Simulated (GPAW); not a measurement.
# Magnetic state of Fe5 on W4 110 from several starts

A self-consistent run ends on one state, which hangs on the start. Several orders of Fe5 on W4 110 are started in GPAW and their energies compared.

Method: PBE; plane waves with GPAW's PAW setups, scalar-relativistic, in GPAW 26.7.0.

This is a report of a sequence of runs, with most program output left out.

## (1) Set-up

The cell holds 9 atoms: 4 W and 5 Fe. Its edges and angles: a = 2.741 Å, b = 2.741 Å, c = 27.328 Å, α = 90.0°, β = 90.0°, γ = 109.5°. ideal sites on the substrate's mesh, layer spacings from atomic volumes, unrelaxed, 12 A of vacuum. Vacuum lies along c.

## (2) Order 1, typed as ferro +++++

Parallel moments need no larger cell; this start tests for a ferromagnetic state only.

order1.py reads:

```python
import json
import numpy as np
from ase import Atoms
from ase.parallel import paropen, parprint
from gpaw import GPAW

atoms = Atoms(['W', 'W', 'W', 'W', 'Fe', 'Fe', 'Fe', 'Fe', 'Fe'],
    cell=[[1.5825, -2.237993, 0.0],
         [1.5825, 2.237993, 0.0],
         [0.0, 0.0, 27.3284]],
    scaled_positions=[[0.0, 0.0, 0.219552],
         [0.5, 0.5, 0.301432],
         [0.0, 0.0, 0.383313],
         [0.5, 0.5, 0.465194],
         [0.0, 0.0, 0.536614],
         [0.5, 0.5, 0.597573],
         [0.0, 0.0, 0.658531],
         [0.5, 0.5, 0.71949],
         [0.0, 0.0, 0.780448]],
    pbc=True,
    magmoms=[0.0, 0.0, 0.0, 0.0, 2.6, 2.6, 2.6, 2.6, 2.6])
atoms.calc = GPAW(mode={'name': 'pw', 'ecut': 450},
    xc='PBE',
    kpts={'size': (18, 18, 1), 'gamma': True},
    occupations={'name': 'fermi-dirac', 'width': 0.05},
    convergence={'density': 1e-05, 'energy': 1e-05},
    maxiter=250,
    mixer={'name': 'pulay', 'beta': 0.03, 'nmaxold': 8, 'weight': 100},
    symmetry={'tolerance': 1e-4},
    txt='order1.txt')
e = atoms.get_potential_energy(force_consistent=True)
res = {'free_energy': e, 'energy_sigma0': atoms.get_potential_energy(), 'fermi_energy': atoms.calc.get_fermi_level()}
res['moments'] = atoms.get_magnetic_moments().tolist()
res['total'] = atoms.get_magnetic_moment()
parprint('site moments (muB):', np.round(res['moments'], 3))
parprint(f"total moment: {res['total']:.3f} muB")
parprint(f'free energy: {e:.6f} eV')
atoms.calc.write('order1.gpw')
with paropen('results.json', 'w') as f:
    json.dump(res, f)
```

Started as:

```bash
$ OMP_NUM_THREADS=1 mpirun -n 4 gpaw python order1.py > order1.log
```

The job ended after 15 min (4 MPI ranks of Arm Neoverse V2, shared host; peak memory 1.8 GiB; 61 min of CPU time).

Spin moment in the augmentation sphere by atom:

| atom | spin moment in the augmentation sphere (μB) |
| --- | --- |
| W1 | 0.00 |
| W2 | 0.00 |
| W3 | 0.00 |
| W4 | -0.09 |
| Fe5 | 2.10 |
| Fe6 | 2.41 |
| Fe7 | 2.31 |
| Fe8 | 2.33 |
| Fe9 | 2.76 |

This step gave:

| Property | Result |
| --- | --- |
| magnetization | 11.84 μB |
| final state | ferromagnetic |

After 56 cycles the largest moment stands at 2.76 μB.

## (3) Order 2, typed as ferri ++++-

Another pattern of signs weighs the neighbour shells otherwise.

order2.py is the script of step 2 with these lines changed:

```diff
@@ -20,3 +20,3 @@
     pbc=True,
-    magmoms=[0.0, 0.0, 0.0, 0.0, 2.6, 2.6, 2.6, 2.6, 2.6])
+    magmoms=[0.0, 0.0, 0.0, 0.0, 2.6, 2.6, 2.6, 2.6, -2.6])
 atoms.calc = GPAW(mode={'name': 'pw', 'ecut': 450},
@@ -29,3 +29,3 @@
     symmetry={'tolerance': 1e-4},
-    txt='order1.txt')
+    txt='order2.txt')
 e = atoms.get_potential_energy(force_consistent=True)
@@ -37,3 +37,3 @@
 parprint(f'free energy: {e:.6f} eV')
-atoms.calc.write('order1.gpw')
+atoms.calc.write('order2.gpw')
 with paropen('results.json', 'w') as f:
```

Started as:

```bash
$ OMP_NUM_THREADS=1 mpirun -n 4 gpaw python order2.py > order2.log
```

Wall time 16 min (4 MPI ranks); peak memory 1.8 GiB.

Spin moment in the augmentation sphere by atom:

| atom | spin moment in the augmentation sphere (μB) |
| --- | --- |
| W1 | 0.01 |
| W2 | 0.00 |
| W3 | 0.00 |
| W4 | -0.08 |
| Fe5 | 2.11 |
| Fe6 | 2.45 |
| Fe7 | 2.42 |
| Fe8 | 2.08 |
| Fe9 | -2.50 |

Read from the output:

- magnetization: 6.348 μB
- final state: ferrimagnetic

It lies 91.9 meV a seeded atom over the first start, and its largest moment is 2.50 μB against 2.76 μB.

## (4) Run 3 (no spin polarisation)

A run without seeds gives the energy of the state without moments.

nospin.py is the script of step 3 with these lines changed:

```diff
@@ -19,4 +19,3 @@
          [0.0, 0.0, 0.780448]],
-    pbc=True,
-    magmoms=[0.0, 0.0, 0.0, 0.0, 2.6, 2.6, 2.6, 2.6, -2.6])
+    pbc=True)
 atoms.calc = GPAW(mode={'name': 'pw', 'ecut': 450},
@@ -29,11 +28,7 @@
     symmetry={'tolerance': 1e-4},
-    txt='order2.txt')
+    txt='nospin.txt')
 e = atoms.get_potential_energy(force_consistent=True)
 res = {'free_energy': e, 'energy_sigma0': atoms.get_potential_energy(), 'fermi_energy': atoms.calc.get_fermi_level()}
-res['moments'] = atoms.get_magnetic_moments().tolist()
-res['total'] = atoms.get_magnetic_moment()
-parprint('site moments (muB):', np.round(res['moments'], 3))
-parprint(f"total moment: {res['total']:.3f} muB")
 parprint(f'free energy: {e:.6f} eV')
-atoms.calc.write('order2.gpw')
+atoms.calc.write('nospin.gpw')
 with paropen('results.json', 'w') as f:
```

Started as:

```bash
$ OMP_NUM_THREADS=1 mpirun -n 4 gpaw python nospin.py > nospin.log
```

It took 7 min on 4 MPI ranks; peak memory 1.3 GiB; 28 min of CPU time.

Numbers from this step:

```
final state : non-magnetic (no spin polarisation)
```

It lies 519 meV a seeded atom over the first start.

## (5) The states side by side

These are free energies at a smearing of 0.05 eV, so its entropy term is in the differences. They are divided by the number of seeded atoms, so that cells of unlike size compare.

Orders:

| start | final state | typed order kept | energy over the lowest (meV a seeded atom) | largest site moment (μB) | net moment (μB a primitive cell) | mesh matched | CPU time (s) |
| --- | --- | --- | --- | --- | --- | --- | --- |
| ferro +++++ | ferromagnetic | yes | 0 | 2.763 | 11.84 | yes | 3668 |
| ferri ++++- | ferrimagnetic | yes | 91.95 | 2.495 | 6.348 | yes | 3855 |
| no spin polarisation | non-magnetic | - | 519.1 | 0 | 0 | yes | 1688 |

## (6) What came out

* lowest state found: ferromagnetic (typed ferro +++++)
* largest site moment: 2.76 μB
* next state: ferrimagnetic, 91.9 meV a seeded atom higher
* energy gained by spin polarisation: 519 meV a seeded atom

In words: The lowest state found is ferromagnetic, reached from the start ferro +++++, with moments up to 2.76 μB. The next state costs 92 meV a seeded atom. This is the lowest of 3 finished starts, no proof of the ground state.

[Logs and program files are shortened in this print: banners, set-up blocks, solver, clock and traceback lines can be left out without a mark of their own.]

[Logs are printed without paths, hosts, clocks, repeated set-up lines and the standing remarks that a program may print on its own settings, such as how far it seeks lower states.]

[Hosts, paths, dates, database ids (printed as entryN), source tags and the programs' standing remarks are cut or masked in the printed files.]

[Where a cell is said to come from a database of computed structures, the database is the Materials Project.]
